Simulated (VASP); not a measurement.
AlN: band structure with HSE06

**Measured values to compare with.**

“Structural and optical properties of self-assembled AlN nanowires grown on SiO2/Si substrates by molecular beam epitaxy”, 2024, arxiv:2402.00216 quotes, for a bulk crystal of AlN at 0 K: band gap 6.0343 eV (an exciton energy, a little under the gap).

AlN:

```
Al N
1.0
     3.11310    0.00000    0.00000
    -1.55655    2.69603    0.00000
     0.00000    0.00000    4.98181
Al N
2 2
Direct
  0.33333 0.66667 0.99899
  0.66667 0.33333 0.49899
  0.33333 0.66667 0.38101
  0.66667 0.33333 0.88101
```

| Property | Result |
| --- | --- |
| Program | VASP 6.6.1 |
| Task | band structure |
| Functional | HSE06 |
| Potentials or basis | VASP PAW PBE potentials, release 64 (Al, N) |
| Cutoff | 520 eV |
| k mesh | 6 × 6 × 4 |
| Occupations | gaussian, width 0.03 eV |
| Spin | no spin polarisation |
| Grid for exact exchange (PRECFOCK) | Fast |
| Screening parameter | 0.2 1/A |
| Further INCAR settings | ALGO = Normal; EDIFF = 1e-06; NBANDS = 16 |

```json
{"Pressure": "-1.8 GPa", "Largest force": "0.006 eV/Å", "Band gap on the k mesh": "5.56 eV, direct", "Band gap along the path": "5.56 eV, direct"}
```

Forces on the atoms (eV/Å):
```
Al   0.000  0.000  0.006
Al   0.000  0.000  0.006
N    0.000  0.000 -0.006
N    0.000  0.000 -0.006
```

Stress tensor (GPa, compression positive):
```
-1.90  0.00  0.00
 0.00 -1.90  0.00
 0.00  0.00 -1.69
```

Levels at points of the mesh, in eV from the valence-band top:
| k point | band 4 | band 5 | band 6 | band 7 | band 8 | band 9 | band 10 | band 11 | band 12 | band 13 |
| --- | --- | --- | --- | --- | --- | --- | --- | --- | --- | --- |
| (0.00, 0.00, 0.00) | -0.97 | -0.97 | -0.25 | -0.25 | 0.00 | 5.56 | 8.12 | 12.48 | 12.76 | 12.76 |
| (0.50, 0.00, 0.00) | -4.54 | -3.65 | -2.32 | -1.90 | -0.78 | 7.18 | 7.18 | 9.72 | 12.08 | 12.50 |
| (0.00, 0.00, 0.50) | -3.60 | -0.62 | -0.62 | -0.62 | -0.62 | 7.94 | 7.94 | 12.00 | 12.00 | 13.08 |
| (0.50, 0.00, 0.50) | -6.09 | -1.63 | -1.63 | -1.49 | -1.49 | 6.66 | 6.66 | 10.79 | 10.79 | 13.76 |

Run time: 3.6 min on 4 MPI ranks on Intel(R) Xeon(R) Platinum 8559C (Emerald Rapids), with other jobs on the host, peak memory 0.29 GiB a rank.

Measured gap of AlN: 6.0343 eV (an exciton energy, a little under the gap; 0 K; quoted in “Structural and optical properties of self-assembled AlN nanowires grown on SiO2/Si substrates by molecular beam epitaxy”, 2024, arxiv:2402.00216). This calculation gives 5.56 eV (-0.48 eV). 2 values of this kind are on record (6.034 to 6.0343 eV); this one was drawn at random. The value is that of HSE06, without temperature or zero-point motion.

Caveat: the PAW data sets were made with another functional, which shifts forces and pressure a little.
